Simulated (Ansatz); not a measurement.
# Band structure of AlNi

```yaml
crystal:
  lattice:
    - [2.88100, 0.00000, 0.00000]
    - [0.00000, 2.88100, 0.00000]
    - [0.00000, 0.00000, 2.88100]
  atoms:
    - { symbol: Al, position: [0.00000, 0.00000, 0.00000] }
    - { symbol: Ni, position: [0.50000, 0.50000, 0.50000] }
```

Atoms are numbered in the order listed.

The cell is COD entry 9008802, as deposited and not checked against the literature; nothing was relaxed.

Method: Ansatz 0.2.0, DFT, PBE, all-electron LAPW, scalar-relativistic.

Numerical set-up: a Γ-centred 14×14×14 k mesh, Fermi–Dirac smearing of 0.03 eV, basis error target 0.5 meV/atom, spin-polarised from start moments Ni2 1.5 μB (the moments died away, and the run ended non-magnetic).

Points in fractions of the reciprocal vectors of this cell: Γ (0, 0, 0), X (0, 0.5, 0), M (0.5, 0.5, 0), R (0.5, 0.5, 0.5). The path joins them by straight lines in the order Γ–X–M–Γ–R–X–R–M; legs that retrace an earlier one aren't tabulated. Energies are in eV from the Fermi level.

Metal or insulator at this level of theory?

No gap opens: metallic or semimetallic.

Tabulate bands 11 to 17, counted from the lowest band of the run, along the path.


```tsv
k (1/Å)	point	band 11	band 12	band 13	band 14	band 15	band 16	band 17
0.00	Γ	-3.20	-1.50	-1.50	-1.50	5.50	5.50	5.50
0.27		-3.13	-1.62	-1.62	-1.49	3.34	5.87	5.87
0.55		-2.97	-1.88	-1.88	-1.45	0.85	6.91	6.91
0.82		-2.80	-2.12	-2.12	-1.42	-0.37	8.26	8.44
1.09	X	-2.72	-2.21	-2.21	-1.41	-0.60	8.29	10.01
1.36		-2.66	-2.28	-2.18	-1.51	-0.61	6.95	7.91
1.64		-2.54	-2.47	-2.12	-1.74	-0.64	4.80	4.86
1.91		-2.73	-2.51	-2.06	-1.95	-0.78	2.45	3.15
2.18	M	-2.88	-2.88	-2.04	-2.04	-0.97	1.50	2.52
2.57		-2.99	-2.35	-2.00	-1.96	-0.42	2.10	4.55
2.95		-3.13	-2.25	-1.86	-1.76	1.05	2.63	8.24
3.34		-3.13	-1.76	-1.63	-1.58	3.32	4.01	6.24
3.72	Γ	-3.20	-1.50	-1.50	-1.50	5.50	5.50	5.50
4.20		-3.12	-1.79	-1.71	-1.71	3.63	3.63	4.76
4.67		-3.11	-2.23	-2.08	-2.08	2.29	2.29	4.12
5.14		-3.74	-1.51	-1.51	-1.22	1.94	1.94	3.82
5.61	R	-4.08	-0.94	-0.94	2.00	2.00	2.00	3.70
6.00		-3.82	-1.47	-1.35	0.06	0.34	3.09	4.10
6.38		-3.18	-2.18	-2.06	-1.22	-0.52	5.32	5.39
6.77		-2.59	-2.50	-1.99	-1.62	-0.60	6.69	8.15
7.15	X	-2.72	-2.21	-2.21	-1.41	-0.60	8.29	10.01
8.70	R	-4.08	-0.94	-0.94	2.00	2.00	2.00	3.70
8.97		-3.98	-1.39	-0.94	1.02	1.02	1.84	3.16
9.24		-3.70	-2.32	-0.95	-0.33	-0.33	1.64	2.76
9.51		-3.26	-3.07	-1.44	-1.44	-0.96	1.53	2.57
9.79	M	-2.88	-2.88	-2.04	-2.04	-0.97	1.50	2.52
```
